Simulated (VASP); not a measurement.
# CdS (F-43m) in VASP: Born charges and dielectric tensor with LDA

Aim: the Born charges and dielectric tensor of CdS with LDA.

All numbers are computed with VASP 6.6.1; they aren't measurements. Logs are shortened: lines on timing, memory, paths and dates and some standing lists are left out, and cuts for length are marked.

**1. Starting point**

It takes space group F-43m (No. 216, cubic). The conventional cell has a = 5.886 Å, b = 5.886 Å, c = 5.886 Å, α = 90.00°, β = 90.00°, γ = 90.00°. Cd (site symmetry -43m) has 4 S at 2.55 Å as nearest neighbours. Around S (site symmetry -43m) lie 4 Cd at 2.55 Å.

The cell is a database's computed one.

**2. Born charges and dielectric tensor, LDA**

File INCAR:

```
SYSTEM = CdS
ALGO     = Fast           ! electronic algorithm
EDIFF    = 1E-8           ! SCF threshold, eV
ENCUT    = 600            ! plane-wave cutoff, eV
IBRION   = 8              ! ionic algorithm
ISIF     = 2              ! what is computed and relaxed
ISMEAR   = 0              ! smearing method
LASPH    = .True.         ! aspherical terms in the spheres
LCHARG   = .False.        ! write CHGCAR
LEPSILON = .True.         ! dielectric tensor by DFPT
LREAL    = .False.        ! projectors in reciprocal space
LWAVE    = .False.        ! write WAVECAR
NELM     = 60             ! most SCF steps
NSW      = 1              ! ionic steps
PREC     = Accurate       ! precision mode
SIGMA    = 0.02           ! smearing width, eV
```

File KPOINTS:

```
k-points
0
Gamma
  8 8 8
  0 0 0
```

File POSCAR:

```
CdS
1.0
    0.0000000000      2.9429534600      2.9429534600
    2.9429534600      0.0000000000      2.9429534600
    2.9429534600      2.9429534600      0.0000000000
Cd S
1 1
Direct
    0.0000000000      0.0000000000      0.0000000000
    0.7500000000      0.7500000000      0.7500000000
```

Potentials or basis: VASP PAW LDA potentials, release 64 (Cd, S).

Run with:

```
$ cat potpaw_LDA.64/Cd/POTCAR potpaw_LDA.64/S/POTCAR > POTCAR
$ mpirun -np 1 vasp_std > vasp.out
```

OUTCAR:

```text
SYSTEM = CdS
   EDIFF = 1E-8
   ENCUT = 600
   IBRION = 8
   ISIF = 2
   ISMEAR = 0
   LASPH = .True.
   LEPSILON = .True.
   LREAL = .False.
   NELM = 60
   NSW = 1
   PREC = Accurate

 ion  position               nearest neighbor table
   1  0.000  0.000  0.000-   2 2.55   2 2.55   2 2.55   2 2.55
   2  0.750  0.750  0.750-   1 2.55   1 2.55   1 2.55   1 2.55

  LATTYP: Found a face centered cubic cell.
 ALAT       =     5.8859069200

  Lattice vectors:

 A1 = (   0.0000000000,   2.9429534600,   2.9429534600)
 A2 = (   2.9429534600,   0.0000000000,   2.9429534600)
 A3 = (   2.9429534600,   2.9429534600,   0.0000000000)

Analysis of symmetry for initial positions (statically):
=====================================================================
 Subroutine PRICEL returns:
 Original cell was already a primitive cell.

 Routine SETGRP: Setting up the symmetry group for a
 face centered cubic supercell.

 Subroutine GETGRP returns: Found 24 space group operations
 (whereof 24 operations were pure point group operations)
 out of a pool of 48 trial point group operations.

The static configuration has the point symmetry T_d .

Analysis of symmetry for dynamics (positions and initial velocities):
=====================================================================
 Subroutine PRICEL returns:
 Original cell was already a primitive cell.

 Routine SETGRP: Setting up the symmetry group for a
 face centered cubic supercell.

 Subroutine GETGRP returns: Found 24 space group operations
 (whereof 24 operations were pure point group operations)
 out of a pool of 48 trial point group operations.

The dynamic configuration has the point symmetry T_d .

 Subroutine INISYM returns: Found 24 space group operations
 (whereof 24 operations are pure point group operations),
 and found     1 'primitive' translations

----------------------------------------------------------------------------------------

                                     Primitive cell

  volume of cell :      50.9777

  direct lattice vectors                    reciprocal lattice vectors
     0.000000000  2.942953460  2.942953460    -0.169897352  0.169897352  0.169897352
     2.942953460  0.000000000  2.942953460     0.169897352 -0.169897352  0.169897352
     2.942953460  2.942953460  0.000000000     0.169897352  0.169897352 -0.169897352

  length of vectors
     4.161964697  4.161964697  4.161964697     0.294270846  0.294270846  0.294270846

  position of ions in fractional coordinates (direct lattice)
     0.000000000  0.000000000  0.000000000
     0.750000000  0.750000000  0.750000000

  ion indices of the primitive-cell ions
   primitive index   ion index
                 1           1
                 2           2

----------------------------------------------------------------------------------------

 KPOINTS: k-points

Automatic generation of k-mesh.
 Grid dimensions read from file:
 generate k-points for:    8    8    8

 Generating k-lattice:
[... 535 lines left out ...]

 Free energy of the ion-electron system (eV)
  ---------------------------------------------------
  ---------------------------------------------------
  free energy    TOTEN  =        -1.00384507 eV

  energy without entropy =       -1.00384507

------------------------ aborting loop because EDIFF is reached ----------------------------------------

--------------------------------------- Ionic step        2  -------------------------------------------

------------------------ aborting loop because EDIFF is reached ----------------------------------------

--------------------------------------- Ionic step        3  -------------------------------------------

------------------------ aborting loop because EDIFF is reached ----------------------------------------

 PIEZOELECTRIC TENSOR FIELD DIRECTION 3  (e Angst)
 -----------------------------------------------------------------------------
    -0.00126  2.12000  0.00000           ( -0.00000 -0.03032  0.00000)
     2.12000 -0.00126  0.00000           ( -0.03032 -0.00000  0.00000)
     0.00000  0.00000  0.00047           (  0.00000  0.00000 -0.00000)

 PIEZOELECTRIC TENSOR FIELD DIRECTION 3  (C/m^2)
 -----------------------------------------------------------------------------
    -0.00040  0.66629  0.00000
     0.66629 -0.00040  0.00000
     0.00000  0.00000  0.00015

--------------------------------------- Ionic step        4  -------------------------------------------

------------------------ aborting loop because EDIFF is reached ----------------------------------------

[... ionic steps 5 to 6 ...]

--------------------------------------- Ionic step        7  -------------------------------------------

 Free energy of the ion-electron system (eV)
  ---------------------------------------------------
  ---------------------------------------------------
  free energy    TOTEN  =        -0.10604125 eV

  energy without entropy =       -0.10604125

------------------------ aborting loop because EDIFF is reached ----------------------------------------

 INTERNAL STRAIN TENSOR  FOR ION    2  DIRECTION 1   (eV/Angst):
 -----------------------------------------------------------------------------
    -0.00360  0.00000  0.00000
     0.00000  0.00504  4.88533
     0.00000  4.88533  0.00504

 MACROSCOPIC STATIC DIELECTRIC TENSOR (including local field effects in DFT)
 ------------------------------------------------------
           7.812798    -0.000000     0.000000
          -0.000000     7.812798    -0.000000
          -0.000000     0.000000     7.812798
 ------------------------------------------------------

 PIEZOELECTRIC TENSOR (including local field effects)  for field in x, y, z        (e  Angst)
          XX          YY          ZZ          XY          YZ          ZX
  --------------------------------------------------------------------------------
  x    -0.00000     0.00000     0.00000     0.00000     2.13443     0.00000
  y     0.00000     0.00000     0.00000     0.00000     0.00000     2.13443
  z     0.00000    -0.00000    -0.00000     2.13443     0.00000     0.00000

 PIEZOELECTRIC TENSOR (including local field effects)  for field in x, y, z        (C/m^2)
          XX          YY          ZZ          XY          YZ          ZX
  --------------------------------------------------------------------------------
  x    -0.00000     0.00000     0.00000     0.00000     0.67083     0.00000
  y     0.00000     0.00000     0.00000     0.00000     0.00000     0.67083
  z     0.00000    -0.00000    -0.00000     0.67083     0.00000     0.00000

 BORN EFFECTIVE CHARGES (including local field effects) (in |e|, cummulative output)
 ---------------------------------------------------------------------------------
 ion    1
    1     2.25706     0.00000    -0.00000
    2     0.00000     2.25706     0.00000
    3     0.00000     0.00000     2.25706
 ion    2
    1    -2.25706     0.00000     0.00000
    2    -0.00000    -2.25706     0.00000
    3     0.00000    -0.00000    -2.25706

 INTERNAL STRAIN TENSOR FOR ION    2 for displacements in x,y,z  (eV/Angst):
          X           Y           Z          XY          YZ          ZX
  --------------------------------------------------------------------------------
  x     0.00000    -0.00000    -0.00000     0.00000     4.88533     0.00000
  y     0.00000     0.00000     0.00000     0.00000     0.00000     4.88533
  z    -0.00000    -0.00000     0.00000     4.88533     0.00000     0.00000

 SECOND DERIVATIVES (NOT SYMMETRIZED)
 ------------------------------------
               1X          1Y          1Z          2X          2Y          2Z
  1X    -4.425901    0.000000    0.000000    4.425901    0.000000    0.000000
  1Y     0.000000   -4.425901    0.000000    0.000000    4.425901    0.000000
  1Z     0.000000    0.000000   -4.425901    0.000000    0.000000    4.425901
  2X     4.423655    0.000000    0.000000   -4.423655    0.000000    0.000000
  2Y     0.000000    4.423655    0.000000    0.000000   -4.423655    0.000000
  2Z     0.000000    0.000000    4.423655    0.000000    0.000000   -4.423655

 Eigenvectors and eigenvalues of the dynamical matrix
 ----------------------------------------------------

   1 f  =    6.583220 THz    41.363593 2PiTHz  219.592594 cm-1    27.225999 meV
             X         Y         Z           dx          dy          dz
      0.000000  0.000000  0.000000    -0.471204    0.000000    0.000000
      4.414430  4.414430  4.414430     0.882024    0.000000    0.000000
[... 21 lines left out ...]
   6 f/i=    0.000694 THz     0.004363 2PiTHz    0.023165 cm-1     0.002872 meV
             X         Y         Z           dx          dy          dz
      0.000000  0.000000  0.000000    -0.882024    0.000000    0.000000
      4.414430  4.414430  4.414430    -0.471204    0.000000    0.000000

--------------------------------------------------------------------------------------------------------

 MACROSCOPIC STATIC DIELECTRIC TENSOR IONIC CONTRIBUTION
 ------------------------------------------------------
           4.086769     0.000000     0.000000
           0.000000     4.086769     0.000000
           0.000000     0.000000     4.086769
 ------------------------------------------------------

 ELASTIC MODULI CONTR FROM IONIC RELAXATION (kBar)
 Direction    XX          YY          ZZ          XY          YZ          ZX
 --------------------------------------------------------------------------------
 XX          -0.0000     -0.0000     -0.0000      0.0000      0.0000     -0.0000
 YY          -0.0000     -0.0000     -0.0000      0.0000      0.0000     -0.0000
 ZZ          -0.0000     -0.0000     -0.0000      0.0000      0.0000     -0.0000
 XY           0.0000      0.0000      0.0000   -173.2512     -0.0000     -0.0000
 YZ           0.0000      0.0000      0.0000     -0.0000   -173.2512     -0.0000
 ZX          -0.0000     -0.0000     -0.0000     -0.0000     -0.0000   -173.2512
 --------------------------------------------------------------------------------

 PIEZOELECTRIC TENSOR IONIC CONTR  for field in x, y, z        (C/m^2)
          XX          YY          ZZ          XY          YZ          ZX
  --------------------------------------------------------------------------------
  x     0.00000     0.00000     0.00000    -0.00000    -0.79177    -0.00000
  y    -0.00000    -0.00000    -0.00000    -0.00000    -0.00000    -0.79177
  z     0.00000     0.00000     0.00000    -0.79177    -0.00000    -0.00000
```

Wall time 11 min (1 thread of Intel Xeon Platinum 8259CL at 2.50GHz (Skylake/Cascade Lake), shared host); peak memory 0.36 GiB.

Results:

| Quantity | Value |
| --- | --- |
| Band gap on the k mesh | 0.83 eV, direct |
| Electronic dielectric tensor (diagonal) | 7.81 |
| Born charges (mean of the diagonal) | Cd +2.26; S -2.26 e |
| Highest phonon frequency at Γ, LO-TO splitting left out | 220 cm⁻¹ |

Levels at points of the mesh, in eV from the valence-band top:
| k point | band 5 | band 6 | band 7 | band 8 | band 9 | band 10 | band 11 | band 12 | band 13 |
| --- | --- | --- | --- | --- | --- | --- | --- | --- | --- |
| (0.00, 0.00, 0.00) | -7.23 | -7.23 | 0.00 | 0.00 | 0.00 | 0.83 | 6.36 | 6.36 | 6.36 |
| (0.50, 0.00, 0.00) | -7.20 | -6.87 | -4.36 | -0.73 | -0.73 | 2.74 | 6.84 | 6.84 | 7.14 |
| (0.50, 0.50, 0.00) | -7.15 | -6.81 | -3.94 | -1.83 | -1.83 | 3.35 | 4.13 | 8.84 | 10.38 |

Phonon frequencies in cm⁻¹ (negative: imaginary):
| q point | frequencies |
| --- | --- |
| (0.000, 0.000, 0.000) | 0 0 0 220 220 220 |

Electronic dielectric tensor:
```
7.81 0.00 0.00
0.00 7.81 0.00
0.00 0.00 7.81
```

Born effective charge tensors (e):
atom 1, Cd
```
2.26 0.00 0.00
0.00 2.26 0.00
0.00 0.00 2.26
```
atom 2, S
```
-2.26  0.00  0.00
 0.00 -2.26  0.00
 0.00  0.00 -2.26
```

LDA gaps usually lie below the measured ones, often by a third to a half.
